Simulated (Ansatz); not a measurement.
## SrTiO₃: reading a single point

```
Sr Ti O
1.0
     3.92077   -0.02048   -0.03729
    -0.02048    3.98852   -0.00236
    -0.03729   -0.00236    3.90997
Sr Ti O
1 1 3
Cartesian
  3.7336 0.1655 -0.0209
  1.8723 1.9703 1.6572
  0.1408 2.1290 1.8149
  1.9621 0.2439 1.8931
  1.9714 2.0441 3.6722
```

Method: r2SCAN, collinear spin; PAW, plane waves to 500 eV, 5×5×5 (shifted by 0.5, 0.5, 0.5 steps) mesh, fermi-dirac occupations (width 0.1 eV) (Ansatz 0.2.0), atoms fixed.

The state carries no moments; the state need not be the lowest.

- Forces: The largest is on O3: 2.88 eV/Å, components (-2.78, 0.54, -0.54). It makes 163° with the line to a nearest neighbour, Ti2 at 1.75 Å, pointing away from it.
- Electronic structure: The gap on the k mesh is 3.36 eV; the mesh may miss the band edges, so the true gap of this level can be smaller.
- Charges: Bader charges in e: Sr +1.62, Ti +2.27, O -1.33 to -1.28. In the mean Ti gives up most and O takes most.
- Contacts: Ti–O at 1.74 Å: least valence density 1.25 e/Å³ and ELF 0.34 there. Sr–O at 2.56 Å: least valence density 0.23 e/Å³ and ELF 0.09 there, a closed-shell (ionic or weak) contact. Both are smooth PAW fields, read partly inside the augmentation spheres.
- Stress: The pressure is 7.0 GPa (compression positive), so with the atoms held at these fractions the cell would first expand; the forces are large, so a full relaxation may end otherwise. The principal stresses 1.2, 8.7, 11.0 GPa differ, so its shape would change too.

Origin: a strained cell with displaced atoms, so it need not be a known compound. Caveats: the input typed no starting moments; an odd or shifted mesh can miss the band edges, so this level's true gap may be smaller; atoms or cell far from equilibrium.
